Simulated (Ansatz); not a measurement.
# WC under changes of volume

One of the cells (10.542 Å³/atom); the others are scaled copies at fixed shape and fractional positions:

```
W C
1.0
     0.00000    2.19268    2.19268
     2.19268    0.00000    2.19268
     2.19268    2.19268    0.00000
W C
1 1
Cartesian
  0.0000 0.0000 0.0000
  2.1927 2.1927 2.1927
```

Measurements of this composition are mostly on another form, of space group No. 187.

```yaml
Program: Ansatz 0.2.0
Functional: PBEsol
Potentials_or_basis: all-electron LAPW, scalar-relativistic
Cutoff: 364 eV (chosen from the basis error)
Basis_error_allowed: 0.0005 eV/atom
k_mesh: 10 × 10 × 10
Occupations: fermi-dirac, width 0.05 eV
Spin: no spin polarisation
```

| volume (Å³/atom) | energy over the lowest point (meV/atom) | pressure (GPa) |
| --- | --- | --- |
| 9.910 | ? | ? |
| 10.120 | 1.33 | 5.2 |
| 10.331 | 0.00 | -2.9 |
| 10.542 | 8.78 | -10.2 |
| 10.753 | 26.62 | -16.7 |
| 10.964 | 52.61 | -22.6 |
| 11.175 | 85.89 | -27.8 |

Task: What does the run at 9.910 Å³/atom give?

Result: Energy over the lowest point 13.93 meV/atom; pressure 14.2 GPa.

Worked out: A Birch-Murnaghan fit of order 3 (a polynomial in V^(-2/3)) to the other rows has its minimum at 10.25 Å³/atom with B0 = V·E''(V) = 388 GPa and B' = 4.3. It gives 13.84 meV/atom at 9.910 Å³/atom, against the run's 13.93, and -dE/dV = 14.1 GPa, against 14.2.

Energies are extrapolated to zero smearing.
